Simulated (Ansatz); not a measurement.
Tetradymite Sb2Te3 was calculated with LDA in Ansatz (plane waves, PAW).

Run with plane-wave cutoff 520 eV, 10×10×10 k mesh, Fermi–Dirac smearing 0.01 eV, scalar-relativistic PAW data made under PBE.

Properties against volume:

Shape and atoms are relaxed at each volume.

| V (Å³/atom) | P (GPa) | c (Å) | a (Å) |
|---|---|---|---|
| 29.497 | 2.10 | 29.019 | 4.196 |
| 30.111 | 0.97 | 29.231 | 4.224 |
| 30.726 | 0.00 | 29.463 | 4.250 |
| 31.340 | -0.81 | 29.752 | 4.271 |
| 31.955 | -1.43 | 30.096 | 4.288 |

Note: the gap of the solid is closed in this run; this level leaves the solid without a gap, although one is measured; the bulk modulus comes from volumes at which shape and atoms were relaxed.

Ansatz is a program for electronic structure.
